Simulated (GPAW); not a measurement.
EuS, 2 atoms in the cell. The structure is cubic, space group Fm-3m (No. 225). Conventional cell: a = 5.957 Å, b = 5.957 Å, c = 5.957 Å, α = 90.00°, β = 90.00°, γ = 90.00°. Around Eu (site symmetry m-3m) lie 6 S at 2.98 Å. S (site symmetry m-3m) has 6 Eu at 2.98 Å as nearest neighbours. 

| Property | Result |
| --- | --- |
| Program | GPAW 26.7.0 |
| Task | single point |
| Functional | PBE |
| Potentials or basis | GPAW PAW data sets (gpaw-data 1.2.1) |
| Cutoff | 800 eV |
| Basis | pw |
| k mesh | 8 × 8 × 8 |
| Occupations | fermi-dirac, width 0.05 eV |
| Spin | collinear spin, ferromagnetic start |
| Starting moments | [7.0, 0.0] μB |
| Maxiter | 150 |

Potentials or basis: GPAW PAW data sets (gpaw-data 1.2.1), pw.

Command:

```sh
$ OMP_NUM_THREADS=1 python run.py
```

Hardware: 1 thread of Arm Neoverse V2, on a shared host.

Task: How long does it take, and how much memory?

Result: Run time: 100 s on 1 thread of Arm Neoverse V2, with other jobs on the host, peak memory 0.27 GiB. Counts: scf iterations 15, plane waves 2733, bands 25, k points 29.
